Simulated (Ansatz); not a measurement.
# ZnS: stress in a strained cell

ZnS is deformed so: equal xx and yy strain of -2 %. What stress and forces result, by LAPW, PAW and all-electron datasets made for the crystal?

Computed with Ansatz 0.2.0 (DFT PBE, scalar-relativistic, unless a step's input says otherwise).

## 1. The system as given

Symmetry: F-43m, No. 216, cubic system. The conventional cell has a = 5.409 Å, b = 5.409 Å, c = 5.409 Å, α = 90.00°, β = 90.00°, γ = 90.00°. Zn (site symmetry -43m) is surrounded by 4 S at 2.34 Å. S (site symmetry -43m) has 4 Zn at 2.34 Å as nearest neighbours.

As a file:

```xyz
2
Lattice="0.0000 2.7046 2.7046 2.7046 0.0000 2.7046 2.7046 2.7046 0.0000" Properties=species:S:1:pos:R:3 pbc="T T T"
Zn    0.0000    0.0000    0.0000
S     4.0570    4.0570    4.0570
```

Atoms are numbered in the order of the input: Zn1, S2.

## 2. The deformed structure

Space group F-43m before, I-4m2 after.

## 3. Full-potential LAPW

input.yaml

```yaml
crystal:
  lattice:
    - [0.0, 2.650557, 2.70465]
    - [2.650557, 0.0, 2.70465]
    - [2.650557, 2.650557, 0.0]
  atoms:
    - { symbol: Zn, position: [0.0, 0.0, 0.0] }
    - { symbol: S, position: [0.75, 0.75, 0.75] }
kpoints:
  mp_grid: { grid: [8, 8, 8] }
  band_path:
    path:
      - [0.0, 0.0, 0.0]
      - [0.5, 0.0, 0.5]
      - [0.75, 0.25, 0.5]
      - [0.5, 0.5, 0.5]
      - [0.0, 0.0, 0.0]
      - [0.5, 0.5, 0.0]
      - [0.62995, 0.62995, 0.2599]
      - [0.37005, 0.37005, 0.7401]
      - [0.0, 0.0, 0.0]
    npoints: 5
scf:
  occupations: { method: fermi_dirac, width: 0.01 }
hamiltonian:
  xc: pbe
  pseudopotentials: { kind: all_electron, lapw: { basis_error: 0.00025 } }
output:
  forces: true
  stress: true
  eigenvalues: true
```

On the command line:

```console
$ ansatz run input.yaml --threads 1 --pin off --max-ram 3072MiB --backend cpu --events-out ev --progress --plain --runs-dir out
```

## 4. PAW with frozen cores

input.yaml

```yaml
crystal:
  lattice:
    - [0.0, 2.650557, 2.70465]
    - [2.650557, 0.0, 2.70465]
    - [2.650557, 2.650557, 0.0]
  atoms:
    - { symbol: Zn, position: [0.0, 0.0, 0.0] }
    - { symbol: S, position: [0.75, 0.75, 0.75] }
kpoints:
  mp_grid: { grid: [8, 8, 8] }
scf:
  occupations: { method: fermi_dirac, width: 0.01 }
hamiltonian:
  xc: pbe
  pseudopotentials: { kind: paw }
output:
  forces: true
  stress: true
  eigenvalues: true
  efg: { contact_densities: true }
  write_density: true
  write_potential: true
  elf: true
  volumetric_format: npy
```

## 5. All-electron PAW on datasets made for the crystal

input.yaml: that of step 4 with these lines changed.

```diff
@@ -14,3 +14,3 @@
   xc: pbe
-  pseudopotentials: { kind: paw }
+  pseudopotentials: { kind: all_electron, datasets: crystal }
 output:
@@ -20,5 +20 @@
   efg: { contact_densities: true }
-  write_density: true
-  write_potential: true
-  elf: true
-  volumetric_format: npy
```

(Steps that only read results are left out.)

Before running it: what results should come out? Wanted: pressure; largest shear or deviatoric stress.

**Answer**, as computed:

| quantity | value |
| --- | --- |
| pressure | LAPW 4.70, PAW 4.70, crystal datasets 4.70 GPa |
| largest shear or deviatoric stress (LAPW) | 0.55 GPa |

What this shows: The largest part of the stress beyond the pressure is 0.55 GPa in size, in the zz component; the atoms are carried along and not relaxed. No run of the undeformed cell stands beside it, so the pressure holds what the given cell had before the change. PAW: stress within 0.01 GPa of LAPW. Crystal datasets: stress within 0.01 GPa of LAPW.
